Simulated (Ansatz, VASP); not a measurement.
## Cross-check of Si18H5ClO2 (HO:Si(111) with 3 of its OH changed to Cl) between VASP and Ansatz

Wanted: the spread between two codes on one cell, functional and k mesh. The cell is taken from a series of runs on this material, whose earlier steps may have relaxed, scaled, displaced or heated it; both programs get it as it stands.

Main program and level: Ansatz 0.2.0; plane waves, with VASP 6.6.1 beside it; single point at r2SCAN with D4.

## Step 1: The structure

The cell holds 78 atoms: 54 Si, 15 H, 6 O and 3 Cl. Its edges and angles: a = 11.604 Å, b = 11.604 Å, c = 26.701 Å, α = 90.0°, β = 90.0°, γ = 120.0°. It derives from Si (HO:Si(111)). As first built, before any earlier steps moved the atoms (in the runner's words): diamond Si(111), 3 x 3 cells, three bilayers, OH on the upper face and H on the lower (lattice constants typed as starting values near PBE's), lower atoms held; 3 top OH groups nearest the cell's middle replaced by Cl, eased by MACE. Vacuum lies along c.

## Step 2: VASP: single point, r2SCAN with D4

A single point gives forces, pressure and levels at one fixed geometry, so differences don't come from the geometry; what else differs is listed under the comparison.

Lines of VASP's logs that name or quote its potential files are left out, and so is its time.

Input file INCAR:

```
SYSTEM = Si18H5ClO2
PREC = Accurate
ENCUT = 580
EDIFF = 1E-06
NELM = 120
ISMEAR = -1
SIGMA = 0.025
LREAL = Auto
ALGO = Normal
METAGGA = R2SCAN
IVDW = 13
VDW_S6 = 1
VDW_S8 = 0.6018749
VDW_A1 = 0.51559235
VDW_A2 = 5.77342911
LASPH = .TRUE.
NBANDS = 200
LORBIT = 11
LWAVE = .FALSE.
LCHARG = .FALSE.
ISIF = 2
GGA_COMPAT = .FALSE.
EFERMI = MIDGAP
LMIXTAU = .TRUE.
NCORE = 2
```

Input file POSCAR:

```
Si18H5ClO2
1.0
   11.6036200000      0.0000000000      0.0000000000
   -5.8018100000     10.0490300000      0.0000000000
    0.0000000000      0.0000000000     26.7011300000
Si H O Cl
54 15 6 3
Direct
    0.0000000000      0.0000000000      0.0928800000
    0.2222200000      0.1111100000      0.1224500000
    0.2219400000      0.1106800000      0.2096900000
    0.1110100000      0.2220100000      0.2379500000
    0.1094300000      0.2208800000      0.3257800000
    0.0011000000      0.9987000000      0.3545400000
    0.0000000000      0.3333300000      0.0928800000
    0.2222200000      0.4444400000      0.1224500000
    0.2224000000      0.4444800000      0.2099700000
    0.1110800000      0.5554900000      0.2381700000
    0.1099100000      0.5543800000      0.3260900000
    0.9997100000      0.3322400000      0.3546900000
    0.0000000000      0.6666700000      0.0928800000
    0.2222200000      0.7777800000      0.1224500000
    0.2221200000      0.7777200000      0.2098600000
    0.1111100000      0.8887200000      0.2383300000
    0.1115600000      0.8879900000      0.3263100000
    0.9989400000      0.6651500000      0.3543500000
    0.3333300000      0.0000000000      0.0928800000
    0.5555600000      0.1111100000      0.1224500000
    0.5560300000      0.1106300000      0.2095500000
    0.4447600000      0.2218700000      0.2367700000
    0.4453900000      0.2213300000      0.3240200000
    0.3342900000      0.0007200000      0.3543800000
    0.3333300000      0.3333300000      0.0928800000
    0.5555600000      0.4444400000      0.1224500000
    0.5555700000      0.4443200000      0.2094600000
    0.4447500000      0.5551300000      0.2385100000
    0.4443600000      0.5553400000      0.3269300000
    0.3331200000      0.3303900000      0.3517400000
    0.3333300000      0.6666700000      0.0928800000
    0.5555600000      0.7777800000      0.1224500000
    0.5554400000      0.7775200000      0.2099900000
    0.4443100000      0.8887500000      0.2381900000
    0.4450500000      0.8896800000      0.3261200000
    0.3326100000      0.6669000000      0.3534400000
    0.6666700000      0.0000000000      0.0928800000
    0.8888900000      0.1111100000      0.1224500000
    0.8887800000      0.1110200000      0.2097500000
    0.7777700000      0.2219500000      0.2379700000
    0.7776600000      0.2217000000      0.3256300000
    0.6670700000      0.9996200000      0.3547800000
    0.6666700000      0.3333300000      0.0928800000
    0.8888900000      0.4444400000      0.1224500000
    0.8892000000      0.4437500000      0.2095500000
    0.7780400000      0.5551300000      0.2367200000
    0.7783900000      0.5542900000      0.3239400000
    0.6669100000      0.3328900000      0.3534600000
    0.6666700000      0.6666700000      0.0928800000
    0.8888900000      0.7777800000      0.1224500000
    0.8892100000      0.7779900000      0.2096900000
    0.7778600000      0.8888300000      0.2380300000
    0.7788200000      0.8902700000      0.3258900000
    0.6693200000      0.6664600000      0.3517500000
    0.0000000000      0.0000000000      0.0374500000
    0.9683100000      0.0359500000      0.4354300000
    0.0000000000      0.3333300000      0.0374500000
    0.9774000000      0.3782400000      0.4356200000
    0.0000000000      0.6666700000      0.0374500000
    0.9511700000      0.6917600000      0.4343300000
    0.3333300000      0.0000000000      0.0374500000
    0.3081800000      0.0499000000      0.4341600000
    0.3333300000      0.3333300000      0.0374500000
    0.3333300000      0.6666700000      0.0374500000
    0.6666700000      0.0000000000      0.0374500000
    0.6181900000      0.0183200000      0.4356800000
    0.6666700000      0.3333300000      0.0374500000
    0.6332500000      0.3716900000      0.4339800000
    0.6666700000      0.6666700000      0.0374500000
    0.0085700000      0.9924200000      0.4172300000
    0.0052700000      0.3240900000      0.4172200000
    0.9977300000      0.6534200000      0.4169800000
    0.3454500000      0.0020000000      0.4170300000
    0.6746900000      0.9933800000      0.4173100000
    0.6732700000      0.3272600000      0.4162500000
    0.3360500000      0.3167700000      0.4305600000
    0.3335500000      0.6659000000      0.4316800000
    0.6828600000      0.6628900000      0.4306100000
```

Input file KPOINTS:

```
Automatic mesh
0
Gamma
1 1 1
0 0 0
```

Potentials, in the order of the species: Si, H, O and Cl (PBE family, release 64).

Command:

```sh
$ mpirun -np 8 vasp_gam
```

Numbers of over 12 decimals in the logs are rounded to 6 here.

What it wrote:

```text
[banner, memory and clock lines left out]
running    8 mpi-ranks, on    1 nodes
[...]
|                                                                             |
|               ----> ADVICE to this user running VASP <----                  |
|                                                                             |
|     You enforced a specific xc type in the INCAR file but a different       |
|     [... a line on the potential file left out ...]
|     I HOPE YOU KNOW WHAT YOU ARE DOING!                                     |
|                                                                             |

 LDA part: xc-table for (None), standard interpolation
 POSCAR, INCAR and KPOINTS ok, starting setup
[...]
entering main loop
       N       E                     dE             d eps       ncg     rms          rms(c)
DAV:   1     0.180424563085E+04    0.18042E+04   -0.12263E+05   400   0.127E+03
DAV:   2    -0.360071332294E+03   -0.21643E+04   -0.20503E+04   480   0.236E+02
DAV:   3    -0.646987102202E+03   -0.28692E+03   -0.28248E+03   528   0.829E+01
DAV:   4    -0.658919150281E+03   -0.11932E+02   -0.11858E+02   488   0.194E+01
[...]
DAV: 105    -0.593402329578E+03   -0.20055E-05   -0.50739E-06   400   0.828E-03    0.809E-04
DAV: 106    -0.593402328060E+03    0.15180E-05   -0.21834E-06   328   0.600E-03    0.453E-04
DAV: 107    -0.593402328141E+03   -0.81251E-07   -0.52448E-07   272   0.315E-03
   1 F= -.59902991E+03 E0= -.59902991E+03  d E =-.315325E-10
```

Parts of OUTCAR (step 2):

```text
  FREE ENERGIE OF THE ION-ELECTRON SYSTEM (eV)
  ---------------------------------------------------
  free  energy   TOTEN  =      -599.0299137944 eV

  energy  without entropy=     -599.0299137943  energy(sigma->0) =     -599.02991379

[... 1 further part left out ...]
```

(Continued in part 2 of 2.)

[Lines on the potential files, build, host, timing and source positions are cut from VASP's logs without a mark.]

[Logs are printed without paths, hosts, clocks, repeated set-up lines and the standing remarks that a program may print on its own settings, such as how far it seeks lower states.]

[Hosts, paths, dates, database ids (printed as entryN), source tags and the programs' standing remarks are cut or masked in the printed files.]
